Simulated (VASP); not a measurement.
Wanted: the native input for a VASP 6.6.1 run.

```yaml
Task: relaxation of the atoms
Functional: rev-vdW-DF2
Potentials_or_basis: VASP PAW PBE potentials, release 64 (W_sv)
Cutoff: 520 eV
k_mesh: 9 × 9 × 9
Occupations: gaussian, width 0.01 eV
Spin: spin-orbit coupling, no magnetisation
Further_INCAR_settings: ALGO = Normal; EDIFF = 1e-06; IBRION = 2; EDIFFG = -0.005; NSW = 60
```

The structure of W lies in POSCAR:

```
W
1.0
   -1.5531010000      1.5911750000      1.5465280000
    1.6185280000     -1.6172360000      1.6380150000
    1.5189070000      1.5830420000     -1.5725890000
W
1
Cartesian
   -0.0441462617     -0.0719575144     -0.0038767600
```

The cell isn't the ideal one: cell strained at random at fixed volume.

The input as run:

INCAR

```
SYSTEM = W
AGGAC    = 0.0          
ALGO     = Normal         ! electronic algorithm
EDIFF    = 1E-6           ! SCF threshold, eV
EDIFFG   = -0.005         ! ionic threshold
ENCUT    = 520            ! plane-wave cutoff, eV
GGA      = MK             ! functional
GGA_COMPAT= .False.      
IBRION   = 2              ! ionic algorithm
ISIF     = 2              ! what is computed and relaxed
ISMEAR   = 0              ! smearing method
LASPH    = .True.         ! aspherical terms in the spheres
LCHARG   = .False.        ! write CHGCAR
LMAXMIX  = 4              ! l up to which the mixer works
LORBIT   = 11             ! projections on sites
LREAL    = .False.        ! projectors in reciprocal space
LSORBIT  = .True.         ! spin-orbit coupling
LUSE_VDW = .True.       
LWAVE    = .False.        ! write WAVECAR
MAGMOM   = 0 0 0          ! initial moments
NELM     = 60             ! most SCF steps
NSW      = 60             ! ionic steps
PARAM1   = 0.1234       
PARAM2   = 0.711357     
PREC     = Accurate       ! precision mode
SIGMA    = 0.01           ! smearing width, eV
ZAB_VDW  = -1.8867
```

KPOINTS

```
k-points
0
Gamma
  9 9 9
  0 0 0
```

Potentials or basis: VASP PAW PBE potentials, release 64 (W_sv).

Run with:

```console
$ cat potpaw_PBE.64/W_sv/POTCAR > POTCAR
$ mpirun -np 1 vasp_ncl > vasp.out
```

It gave:

The pressure after relaxing is 3.2 GPa and the valence electrons inside the program's atomic spheres are W 12.13.

Caveat: the relaxation stopped at its first step, so nothing moved; the PAW data sets were made with another functional, which shifts forces and pressure a little.

It took 5.9 min on 1 thread of Intel(R) Xeon(R) Platinum 8375C CPU @ 2.90GHz (Ice Lake), with other jobs on the host, peak memory 0.42 GiB.
